**Question: why does stretching SnTe turn a single well into a double one?**

I froze one vibration of cubic SnTe into the crystal, with Sn and Te moving in opposite directions along a cube axis, and repeated this at several cell sizes. Strain is the same fractional change of length along x, y and z. The amplitude is the displacement of Sn, and Te moves almost as far the other way.

Ansatz 0.2.0, scalar-relativistic PBE with PAW, for cubic SnTe (2-atom cell): plane-wave cutoff 420 eV, 10x10x10 k mesh, Gaussian smearing of 0.03 eV, no spin polarization or dispersion correction. Free energies are relative to the relaxed, undisplaced cell. Amplitudes are Sn displacements in the unstrained cell, scaled with the strain; nothing is relaxed at each point.

| strain | free energy change at mode amplitude 0.0184 angstrom (meV a cell) | free energy change at mode amplitude 0.0368 angstrom (meV a cell) | free energy change at mode amplitude 0.0552 angstrom (meV a cell) | free energy change at mode amplitude 0.092 angstrom (meV a cell) |
| --- | --- | --- | --- | --- |
| -0.02500 | 49.2 | 50.1 | 52.1 | 61.2 |
| -0.01670 | 20.9 | 21.3 | 22.4 | 28.8 |
| -0.00830 | 4.7 | 4.5 | 4.8 | 8.7 |
| 0.00000 | -0.3 | -0.8 | -1.3 | 0.1 |
| 0.00830 | 5.0 | 4.1 | 3.0 | 2.0 |
| 0.01670 | 19.9 | 18.7 | 16.9 | 13.7 |
| 0.02500 | 43.4 | 41.8 | 39.4 | 34.1 |

At strain -0.025 the energy climbs from 49.2 to 61.2 meV as the amplitude grows. At strain 0.025 it falls from 43.4 to 34.1 meV. Near zero strain it first drops and then rises. What flips the behaviour, and does the falling energy mean that SnTe wants to be stretched?

**Answer**

All energies in the table are counted from the relaxed, undisplaced crystal, so two separate things are mixed in the strained rows. Changing the cell size costs elastic energy even with every atom at its symmetric site, about 44 meV at strain 0.025. Moving the atoms off those sites then changes the energy by a smaller amount, a gain of about 10 meV at the largest amplitude in that row. The elastic cost wins, so SnTe does not want to be stretched that far: the lowest energy in the table, -1.3 meV, lies in the unstrained row.

To see what flips the second part, consider two limits. In a strongly squeezed crystal each Sn atom is wedged between Te neighbours, and any step towards one of them meets steep repulsion, so the centre is the best place. In a crystal pulled far apart, an atom midway between two distant neighbours gains by bonding to one of them. Between these limits the preference has to change, and the table covers the crossing.

A hydrogen bond shows the same switch. A proton between two oxygen atoms sits in the middle when they are close, and has two off-centre wells when they are farther apart. The comparison covers only the competition along one line; in SnTe each atom has six neighbours, and the dipoles of all cells act together.

Theory supplies the reason why so little strain is enough. Mixing of filled and empty p states, helped by dipole forces, favours displacement, while short-range repulsion opposes it, and the two nearly cancel. Repulsion falls roughly exponentially with distance, so it reacts more strongly to cell size. An exponential law of this kind follows the energy changes at the largest amplitude better than a straight line in strain does, which fits this picture but does not measure the two forces separately.

The simplest formula follows from symmetry. Reversing the displacement $u$ gives an equivalent crystal, so only even powers of $u$ can appear:

$$\Delta E=(a_0+g\,s)\,u^2+b\,u^4$$

Here $\Delta E$ is the energy relative to undisplaced atoms at the same strain $s$. The constant $a_0$ sets the balance in the unstrained cell, $g$ says how strain tips it, and $b$ limits the displacement.

The term linear in $s$ is an approximation, since the exponential fit shows that the dependence on strain is curved. Its factor $u^2$ can be tested by comparing the two end rows, which differ by 0.05 in strain. If $b$ is the same in both, their $\Delta E$ should differ by $0.05\,g\,u^2$. The largest amplitude gives $g=-52.4$ eV/Å², which predicts for the amplitude 0.0368 Å

$$-52.4\times0.05\times0.0368^2\ \text{eV}\approx-3.5\ \text{meV}.$$

The calculation gives -3.4 meV at this amplitude, which was not used to obtain $g$. The small discrepancy arises mainly because $b$ is somewhat lower in the stretched cell.

The formula also explains why the wells deepen so quickly. With $a=a_0+gs$ negative, the minimum lies at $u^2=-a/2b$ and its depth is $a^2/4b$, so doubling $a$ makes the well four times as deep. The sampled depth grows from 0.3 meV at strain -0.0083 to 1.3 meV in the unstrained cell and 3.3 meV at strain 0.0083. In the two most stretched rows the energy is still falling at the largest amplitude, so their wells are deeper than the table shows.

The irregular row is the one at strain -0.0083. A quadratic-plus-quartic curve through its two largest amplitudes predicts only about half of the energy drop found at the smallest one; towards either end of the strain range this misfit fades. Electronic states that almost touch at the band edges could cause it, because a small displacement lowers their energy efficiently and a larger one less so. That is a guess: no band gaps are given here, and the runs leave out spin-orbit coupling, which shifts these states. Since the effect is only about 0.1 meV, the k mesh or the smearing may be responsible instead.

For practical use, check the cell size before trusting such a well. The preference at small amplitude flips at a cubic edge of about 6.32 Å, whereas PBE relaxes the crystal to 6.41 Å. PBE usually makes crystals of this kind slightly too large, and an oversized cell favours the instability. Nor are these wells the ground state: the known low-temperature distortion runs along the cube diagonal and includes shear. The output below lists the undisplaced energies and the fits.

The analysis program printed:

```
Elastic cost and change on displacement in meV a cell:
      row  undisplaced  at 0.0184 A  at 0.0368 A  at 0.0552 A  at 0.092 A
   -0.025        48.93        0.267        1.168        3.168       12.27
  -0.0167        20.85        0.056        0.446        1.546       7.946
  -0.0083         4.83        -0.17        -0.33        -0.03        3.87
      0.0            0       -0.282         -0.8         -1.3         0.1
   0.0083        5.346       -0.359       -1.246       -2.346      -3.346
   0.0167        20.39       -0.463       -1.694       -3.494      -6.694
    0.025        44.01       -0.576       -2.213       -4.613      -9.913
Strain coupling from amplitude 0.0184 (eV/A2 per unit strain): -49.8
Strain coupling from amplitude 0.0368 (eV/A2 per unit strain): -49.93
Strain coupling from amplitude 0.0552 (eV/A2 per unit strain): -51.07
Strain coupling from amplitude 0.092 (eV/A2 per unit strain): -52.41
fit of d5 on 7 rows: constant 0.6044 +/- 0.18, coefficient of strain -441.5 +/- 11; rms 0.408, worst -0.025 -0.627, leave-one-out rms 0.657
fit of d5 on 7 rows: constant -45.04 +/- 0.32, coefficient of exp(-3.206*strain/0.33) 45.05 +/- 0.32; rms 0.116, worst 0.025 0.21, leave-one-out rms 0.189
Quadratic plus quartic curve from the two larger amplitudes:
      row  a in eV/A2  b in eV/A4  well depth in meV  predicted change at 0.0184 A in meV  computed less predicted in meV
   -0.025      0.8092       75.64                  0                               0.2826                        -0.01564
  -0.0167      0.2647       79.64                  0                              0.09875                        -0.04275
  -0.0083     -0.2726       86.22             0.2154                              -0.0824                         -0.0876
      0.0     -0.6733       80.94                1.4                              -0.2187                        -0.06333
   0.0083     -0.9806       69.15              3.477                              -0.3241                        -0.03492
   0.0167      -1.347       65.68              6.904                              -0.4485                        -0.01455
    0.025      -1.707       63.27              11.51                              -0.5706                       -0.005427
Unstrained row, energy change over amplitude squared at 0.0184 A (eV/A2): -0.8329
Unstrained row, same quantity at vanishing amplitude from the mode frequency (eV/A2): -0.9782
Strain at which the change at 0.0184 A passes zero: -0.01462
Cubic cell edge at that strain (A): 6.318
Bulk modulus from the undisplaced energies (GPa): 40.16
Extra strain preferred at amplitude 0.092 A (percent): 0.2969
```
